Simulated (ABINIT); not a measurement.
## RbBr (Fm-3m): G0W0 in ABINIT against the bands in the self-energy

Wanted: the cheapest bands in the self-energy that holds the gap of RbBr (Fm-3m).

Method: PBE and many-body steps on it, plane waves, in ABINIT 10.8.3.

The database entry behind the starting cell differs from later determinations by our own check (about 0.5 % short), so it need not match the best structure at ambient conditions.

### 1. Set-up

It takes space group Fm-3m (No. 225, cubic). Conventional cell: a = 6.854 Å, b = 6.854 Å, c = 6.854 Å, α = 90.00°, β = 90.00°, γ = 90.00°. Nearest to Rb lie 6 Br at 3.43 Å. Br has 6 Rb at 3.43 Å nearest. Farther neighbours and most contacts between anions are not listed.

The cell and positions come from the Crystallography Open Database and are kept as given unless a step says otherwise.

### 2. Screening, 4×4×4 mesh, 138 bands, screening to 176.9 eV

This step: ABINIT 10.8.3; RPA screening on PBE, plane waves, norm-conserving pseudopotentials.

The RPA dielectric matrix is built and inverted for each q.

File run.abi:

```
acell 3*1.0 Angstrom
rprim 
  0.000000000000 3.427000000000 3.427000000000
  3.427000000000 0.000000000000 3.427000000000
  3.427000000000 3.427000000000 -0.000000000000
ntypat 2
znucl 37 35
natom 2
typat 1 2
xred 
  0.000000000000 0.000000000000 0.000000000000
  0.500000000000 0.500000000000 0.500000000000
pp_dirpath "pseudos"
pseudos "Rb.upf, Br.upf"
ecut 19
ngkpt 4 4 4
nshiftk 1
shiftk 0 0 0
kptopt 1
chksymbreak 0
istwfk *1
occopt 1
irdwfk 1
optdriver 3
nband 138
ecuteps 6.5
inclvkb 2
awtr 1
symchi 1
indata_prefix "in"
outdata_prefix "out"
tmpdata_prefix "tmp"
```

On the command line:

```sh
> OMP_NUM_THREADS=1 mpirun -n 4 abinit run.abi > log
```

What it wrote:

```text
.Version 10.8.3 of ABINIT. v10.8.2 released Aug 2026.

 Symmetries : space group Fm -3 m (#225); Bravais cF (face-center cubic)
[... echo of the input left out ...]
== DATASET  1 ==================================================================
-   mpi_nproc: 4, omp_nthreads: 1 (-1 if OMP is not activated)

--- !DatasetInfo
iteration_state: {dtset: 1, }
dimensions: {natom: 2, nkpt: 8, mband: 138, nsppol: 1, nspinor: 1, nspden: 1, mpw: 2180, }
cutoff_energies: {ecut:  19.0, pawecutdg:  -1.0, }
electrons: {nelect:   1.60000000E+01, charge:   0.00000000E+00, occopt:   1.00000000E+00, tsmear:   1.00000000E-02, }

 SCREENING: Calculation of the susceptibility and dielectric matrices

 Based on a program developped by R.W. Godby, V. Olevano, G. Onida, and L. Reining.
 Incorporated in ABINIT by V. Olevano, G.-M. Rignanese, and M. Torrent.
.Using double precision arithmetic ; gwpc =  8

[... cell and pseudopotentials left out ...]
--------------------------------------------------------------------------------

 ==== K-mesh for the wavefunctions ====
 Number of points in the irreducible wedge :     8
[... list of points left out ...]
 Together with 48 symmetry operations and time-reversal symmetry
 yields    64 points in the full Brillouin Zone.

 ==== Q-mesh for the screening function ====
 Number of points in the irreducible wedge :     8
[... list of points left out ...]
 Together with 48 symmetry operations and time-reversal symmetry
 yields    64 points in the full Brillouin Zone.

 setmesh: FFT mesh size selected  =    30x   30x   30
          total number of points  =        27000

 vcoul_init : cutoff-mode = AUXILIARY_FUNCTION
 q-points for optical limit:   1
     1)      0.000010    0.000020    0.000030

- screening: taking advantage of time-reversal symmetry
- Maximum band index for partially occupied states nbvw = 8
- Remaining bands to be divided among processors   nbcw = 130
- Number of bands treated by each node ~32

 Number of electrons calculated from density =   16.0000; Expected =   16.0000
 average of density, n =  0.029454
 r_s =    2.0087
 omega_plasma =   16.5551 [eV]

 calculating chi0 at frequencies [eV] :
  1    0.000000E+00    0.000000E+00
  2    0.000000E+00    1.655507E+01

--------------------------------------------------------------------------------
  q-point number  1        q = ( 0.000000, 0.000000, 0.000000) [r.l.u.]
--------------------------------------------------------------------------------
[... chi0 elements left out ...]
 For q-point:  0.000010 0.000020 0.000030
  dielectric constant =   2.3653
  dielectric constant without local fields =   2.8433

  Average fulfillment of the sum rule on Im[epsilon] for q-point    1 :     86.59  [%]
[... wings left out ...]
  q-point number  2        q = ( 0.250000, 0.000000, 0.000000) [r.l.u.]
--------------------------------------------------------------------------------
[... chi0 elements left out ...]
  Average fulfillment of the sum rule on Im[epsilon] for q-point    2 :     93.96  [%]

 [... 6 further q-points ...]
```

The job ended after 94 s (4 MPI ranks of Arm Neoverse N1, shared host; peak memory 0.92 GiB).

This step gave:

```yaml
eps_infinity_with_local_fields_on_this_mesh_along_the_program_s_q_direction: 2.365
the_same_without_local_fields: 2.843
plasma_frequency: 16.56 eV
plane_waves_in_the_screening_matrix: 411
```

Local fields lower ε∞ by 17 %.

### 3. 16 bands

This step: G0W0 on PBE, plane waves, norm-conserving pseudopotentials.

Changes to run.abi since step 2:

```diff
@@ -23,8 +23,15 @@
 irdwfk 1
-optdriver 3
-nband 138
+optdriver 4
+nband 16
+gwcalctyp 0
+ecutsigx 19
+symsigma 1
+nkptgw 1
+kptgw 
+  0.0000000000 0.0000000000 0.0000000000
+bdgw 
+  6 12
 ecuteps 6.5
-inclvkb 2
-awtr 1
-symchi 1
+irdscr 1
+ppmodel 1
 indata_prefix "in"
```

What it wrote:

```text
.Version 10.8.3 of ABINIT. v10.8.2 released Aug 2026.

 Symmetries : space group Fm -3 m (#225); Bravais cF (face-center cubic)
[... echo of the input left out ...]
== DATASET  1 ==================================================================
-   mpi_nproc: 4, omp_nthreads: 1 (-1 if OMP is not activated)

--- !DatasetInfo
iteration_state: {dtset: 1, }
dimensions: {natom: 2, nkpt: 8, mband: 16, nsppol: 1, nspinor: 1, nspden: 1, mpw: 2180, }
cutoff_energies: {ecut:  19.0, pawecutdg:  -1.0, }
electrons: {nelect:   1.60000000E+01, charge:   0.00000000E+00, occopt:   1.00000000E+00, tsmear:   1.00000000E-02, }

 SIGMA: Calculation of the GW corrections

 Based on a program developped by R.W. Godby, V. Olevano, G. Onida, and L. Reining.
 Incorporated in ABINIT by V. Olevano, G.-M. Rignanese, and M. Torrent.
.Using double precision arithmetic ; gwpc =  8

[... cell and pseudopotentials left out ...]
--------------------------------------------------------------------------------

 ==== K-mesh for the wavefunctions ====
 Number of points in the irreducible wedge :     8
[... list of points left out ...]
 Together with 48 symmetry operations and time-reversal symmetry
 yields    64 points in the full Brillouin Zone.

 ==== Q-mesh for screening function ====
 Number of points in the irreducible wedge :     8
[... list of points left out ...]
 Together with 48 symmetry operations and time-reversal symmetry
 yields    64 points in the full Brillouin Zone.

 vcoul_init : cutoff-mode = AUXILIARY_FUNCTION
 q-points for optical limit:   1
     1)      0.000010    0.000020    0.000030
 setmesh: FFT mesh size selected  =    36x   36x   36
          total number of points  =        46656

 Number of electrons calculated from density =   16.0000; Expected =   16.0000
 average of density, n =  0.029454
 r_s =    2.0087
 omega_plasma =   16.5551 [eV]

 === KS Band Gaps ===
  >>>> For spin  1
   Minimum direct gap =   4.3636 [eV], located at k-point      :   0.0000  0.0000  0.0000
   Fundamental gap    =   4.3636 [eV], Top of valence bands at :   0.0000  0.0000  0.0000
                                       Bottom of conduction at :   0.0000  0.0000  0.0000
 SIGMA fundamental parameters:
 PLASMON POLE MODEL  1
 number of plane-waves for SigmaX                 2109
 number of plane-waves for SigmaC and W            411
 number of plane-waves for wavefunctions          2109
 number of bands                                    16
 number of independent spin polarizations            1
 number of spinorial components                      1
 number of k-points in IBZ                           8
 number of q-points in IBZ                           8
 number of symmetry operations                      48
 number of k-points in BZ                           64
 number of q-points in BZ                           64
 number of frequencies for dSigma/dE                 9
 frequency step for dSigma/dE [eV]                0.25
 number of omega for Sigma on real axis              0
 max omega for Sigma on real axis  [eV]           0.00
 zcut for avoiding poles [eV]                     0.10

 EPSILON^-1 parameters (SCR file):
 dimension of the eps^-1 matrix on file            411
 dimension of the eps^-1 matrix used               411
 number of plane-waves for wavefunctions          2109
 number of bands                                   138
 number of q-points in IBZ                           8
 number of frequencies                               2
 number of real frequencies                          1
 number of imag frequencies                          1

 matrix elements of self-energy operator (all in [eV])

 Perturbative Calculation

--- !SelfEnergy_ee
iteration_state: {dtset: 1, }
kpoint     : [   0.000,    0.000,    0.000, ]
spin       : 1
KS_gap     :    4.364
QP_gap     :    6.167
Delta_QP_KS:    1.803
data: !SigmaeeData |
     Band     E0 <VxcDFT>   SigX SigC(E0)      Z dSigC/dE  Sig(E)    E-E0       E
        6  -1.042 -12.668 -16.491   3.253   0.833  -0.200 -13.143  -0.475  -1.516
        7  -1.042 -12.668 -16.491   3.253   0.833  -0.200 -13.143  -0.475  -1.516
        8  -1.042 -12.668 -16.491   3.253   0.833  -0.200 -13.143  -0.475  -1.516
        9   3.322  -6.375  -2.894  -1.975   0.883  -0.133  -5.046   1.329   4.651
       10   6.243  -7.381  -3.248  -1.711   0.886  -0.129  -5.236   2.145   8.388
       11   6.243  -7.381  -3.248  -1.711   0.886  -0.129  -5.236   2.145   8.388
       12   6.243  -7.381  -3.248  -1.711   0.886  -0.129  -5.236   2.145   8.388

== END DATASET(S) ==============================================================
================================================================================

 -outvars: echo values of variables after computation  --------
           etotal      0.0000000000E+00
            nband          16
             nkpt           8
          spgroup         225
 [... the other variables as echoed above ...]

 Calculation completed.
```

Run time: 7 s. Hardware: 4 MPI ranks; peak memory 0.73 GiB.

Numbers from this step:

| Quantity | Value |
| --- | --- |
| G0W0 gap on the points computed | 6.167 eV |
| starting gap on the mesh | 4.364 eV |
| k of the valence top | 0, 0, 0 |
| k of the conduction bottom | 0, 0, 0 |
| Z at the valence top | 0.833 |
| Z at the conduction bottom | 0.883 |
| least direct G0W0 gap on the computed points | 6.167 eV |

### 4. 19 bands

Changes to run.abi since step 3:

```diff
@@ -24,3 +24,3 @@
 optdriver 4
-nband 16
+nband 19
 gwcalctyp 0
```

What it wrote:

```text
.Version 10.8.3 of ABINIT. v10.8.2 released Aug 2026.

 Symmetries : space group Fm -3 m (#225); Bravais cF (face-center cubic)
[... echo of the input left out ...]
== DATASET  1 ==================================================================
-   mpi_nproc: 4, omp_nthreads: 1 (-1 if OMP is not activated)

--- !DatasetInfo
iteration_state: {dtset: 1, }
dimensions: {natom: 2, nkpt: 8, mband: 19, nsppol: 1, nspinor: 1, nspden: 1, mpw: 2180, }
cutoff_energies: {ecut:  19.0, pawecutdg:  -1.0, }
electrons: {nelect:   1.60000000E+01, charge:   0.00000000E+00, occopt:   1.00000000E+00, tsmear:   1.00000000E-02, }

 SIGMA: Calculation of the GW corrections

 Based on a program developped by R.W. Godby, V. Olevano, G. Onida, and L. Reining.
 Incorporated in ABINIT by V. Olevano, G.-M. Rignanese, and M. Torrent.
.Using double precision arithmetic ; gwpc =  8

[... cell and pseudopotentials left out ...]
--------------------------------------------------------------------------------

 ==== K-mesh for the wavefunctions ====
 Number of points in the irreducible wedge :     8
[... list of points left out ...]
 Together with 48 symmetry operations and time-reversal symmetry
 yields    64 points in the full Brillouin Zone.

 ==== Q-mesh for screening function ====
 Number of points in the irreducible wedge :     8
[... list of points left out ...]
 Together with 48 symmetry operations and time-reversal symmetry
 yields    64 points in the full Brillouin Zone.

 vcoul_init : cutoff-mode = AUXILIARY_FUNCTION
 q-points for optical limit:   1
     1)      0.000010    0.000020    0.000030
 setmesh: FFT mesh size selected  =    36x   36x   36
          total number of points  =        46656

 Number of electrons calculated from density =   16.0000; Expected =   16.0000
[...]
number of q-points in BZ                           64
 number of frequencies for dSigma/dE                 9
 frequency step for dSigma/dE [eV]                0.25
 number of omega for Sigma on real axis              0
 max omega for Sigma on real axis  [eV]           0.00
 zcut for avoiding poles [eV]                     0.10

 EPSILON^-1 parameters (SCR file):
 dimension of the eps^-1 matrix on file            411
 dimension of the eps^-1 matrix used               411
 number of plane-waves for wavefunctions          2109
 number of bands                                   138
 number of q-points in IBZ                           8
 number of frequencies                               2
 number of real frequencies                          1
 number of imag frequencies                          1

 matrix elements of self-energy operator (all in [eV])

 Perturbative Calculation

--- !SelfEnergy_ee
iteration_state: {dtset: 1, }
kpoint     : [   0.000,    0.000,    0.000, ]
spin       : 1
KS_gap     :    4.364
QP_gap     :    6.229
Delta_QP_KS:    1.865
data: !SigmaeeData |
     Band     E0 <VxcDFT>   SigX SigC(E0)      Z dSigC/dE  Sig(E)    E-E0       E
        6  -1.042 -12.668 -16.491   2.995   0.828  -0.207 -13.354  -0.686  -1.727
        7  -1.042 -12.668 -16.491   2.995   0.828  -0.207 -13.354  -0.686  -1.727
        8  -1.042 -12.668 -16.491   2.995   0.828  -0.207 -13.354  -0.686  -1.727
        9   3.322  -6.375  -2.894  -2.138   0.879  -0.138  -5.195   1.180   4.502
       10   6.243  -7.381  -3.248  -1.901   0.880  -0.136  -5.417   1.964   8.207
       11   6.243  -7.381  -3.248  -1.901   0.880  -0.136  -5.417   1.964   8.207
       12   6.243  -7.381  -3.248  -1.901   0.880  -0.136  -5.417   1.964   8.207

== END DATASET(S) ==============================================================
================================================================================

 -outvars: echo values of variables after computation  --------
           etotal      0.0000000000E+00
            nband          19
             nkpt           8
          spgroup         225
 [... the other variables as echoed above ...]

 Calculation completed.
```

Run time: 7.8 s. Hardware: 4 MPI ranks; peak memory 0.73 GiB.

This step gave:

* G0W0 gap on the points computed: 6.229 eV
* starting gap on the mesh: 4.364 eV
* k of the valence top: 0, 0, 0
* k of the conduction bottom: 0, 0, 0
* Z at the valence top: 0.828
* Z at the conduction bottom: 0.879
* least direct G0W0 gap on the computed points: 6.229 eV

[end of part 1 of 2]

[Paths, hosts, dates, memory and timing lines, banners, echoed tables and standing remarks are left out of the program output.]

[Logs are printed without paths, hosts, clocks, repeated set-up lines and the standing remarks that a program may print on its own settings, such as how far it seeks lower states.]

[Runs of the session that timed out or met a known fault of the program may be left out.]

[Hosts, paths, dates, database ids (printed as entryN), source tags and the programs' standing remarks are cut or masked in the printed files.]

[G0W0 gaps are taken among the corrected bands and points alone; a level outside them can change the order at an edge.]

[Where Ansatz stands beside ABINIT at settings called matched, ABINIT's density can come from a denser mesh and the files from another edition; pairs whose starting gaps differed by over 0.03 eV were left out, so agreement reads better than it is.]
